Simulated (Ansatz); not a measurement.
**Ti3Si (P6_3/mmc)**

Theory: DFT r2SCAN, scalar-relativistic, plane waves, PAW in Ansatz.

Settings: cutoff 500 eV, Γ-centred mesh 6×6×8 on the computed 8-atom cell, Gaussian smearing of 0.10 eV; no spin polarisation.

The structure is relaxed at this level of theory with its symmetry kept. Whether it is the stable form of this composition wasn't checked.

```xyz
8
Lattice="5.6286 0.0000 0.0000 -2.8143 4.8745 0.0000 0.0000 0.0000 4.5039" Properties=species:S:1:pos:R:3 pbc="T T T"
Ti    1.4509    0.8377    3.3780
Ti    4.1777    0.8377    3.3780
Ti    2.8143    3.1991    3.3780
Ti    1.3634    4.0368    1.1260
Ti   -1.3634    4.0368    1.1260
Ti    0.0000    1.6753    1.1260
Si    0.0000    3.2497    3.3780
Si    2.8143    1.6248    1.1260
```

```
Space group                                                       : P6_3/mmc (No. 194)
Volume per atom                                                   : 15.45 Å³
Formation energy from the elements' standard states (uncorrected) : -0.489 eV/atom
Generalised Kohn–Sham band gap                                    : none (metal)
Density of states at the Fermi level                              : 6.74 states/eV per cell
Löwdin character within 0.5 eV of the Fermi level                 : Ti 3d 88 %
Bulk modulus                                                      : 143 GPa
Its pressure derivative                                           : 3.8
Bader charges (e)                                                 : Ti (6 in the cell) 0.68, Si (2 in the cell) -2.04
```